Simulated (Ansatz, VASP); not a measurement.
# One calculation of B, two programs

Contents of INCAR:

```
SYSTEM = B
PREC     = Accurate       ! precision mode
ENCUT    = 600            ! plane-wave cutoff, eV
EDIFF    = 1E-6           ! SCF threshold, eV
ISMEAR   = 0              ! smearing method
SIGMA    = 0.1            ! smearing width, eV
LREAL    = .FALSE.        ! projectors in reciprocal space
LASPH    = .TRUE.         ! aspherical terms in the spheres
NELM     = 60             ! most SCF steps
ALGO     = Normal         ! electronic algorithm
ISIF     = 3              ! what is computed and relaxed
LWAVE    = .FALSE.        ! write WAVECAR
LCHARG   = .FALSE.        ! write CHGCAR
GGA      = PE             ! functional
IBRION   = 2              ! ionic algorithm
NSW      = 90             ! ionic steps
EDIFFG   = -0.04          ! ionic threshold
```

KPOINTS

```
regular mesh
0
G
  8 6 6
  0 0 0
```

File POSCAR:

```
B
1.0
    2.4698850000      0.0000000000      0.0000000000
    0.0000000000      2.8746747900      0.0000000000
    0.0000000000      0.0000000000      3.2925882600
B
3
Direct
    0.5000000000      0.5000000000      0.2227449900
    0.5000000000      0.5000000000      0.7772550100
    0.0000000000      0.0000000000      0.5000000000
```

Input for Ansatz:

```yaml
crystal:
  lattice:
    - [2.469885, 0.0, 0.0]
    - [0.0, 2.87467479, 0.0]
    - [0.0, 0.0, 3.29258826]
  atoms:
    - { symbol: B, position: [0.5, 0.5, 0.22274499] }
    - { symbol: B, position: [0.5, 0.5, 0.77725501] }
    - { symbol: B, position: [0.0, 0.0, 0.5] }
basis:
  ecutwfc: 420
kpoints:
  mp_grid: { grid: [8, 6, 6] }
hamiltonian:
  xc: pbe
scf:
  occupations: { method: gaussian, width: 0.1 }
  lower_state_search: "off"
output:
  forces: true
  stress: true
  eigenvalues: true
relax:
  adjacent_minimum: "off"
  f_tol: 0.04
  max_steps: 70
  cell: { stress_tol: 0.4 }
```

Alike in both runs: task relaxation of cell and atoms; functional PBE; k mesh 8 × 6 × 6; occupations gaussian, width 0.1 eV; no spin polarisation.

|  | VASP | Ansatz |
| --- | --- | --- |
| version | VASP 6.6.1 | Ansatz 0.2.0 |
| potentials or method | VASP PAW PBE potentials, release 64 (B) | scalar-relativistic, plane waves, PAW |
| plane-wave cutoff (eV) | 600 | 420 |
| valence electrons in the cell | 9 | 9 |

```csv
,VASP,Ansatz,Ansatz less VASP
"gap on the k mesh at the Fermi level, each at its own relaxed structure (eV)",none,none,-
relaxed volume (Å³/atom),6.70,6.70,+0.005
relaxed cell length with the largest relative difference (Å),2.102,2.104,+0.0017
energy change over the relaxation (meV/atom),-384,-383,+0.6
```

A gap of «none» marks a metal or a gap that the smearing closes.

Caveats: the k mesh is coarse (spacing up to 0.36 Å⁻¹), so the values aren't converged.
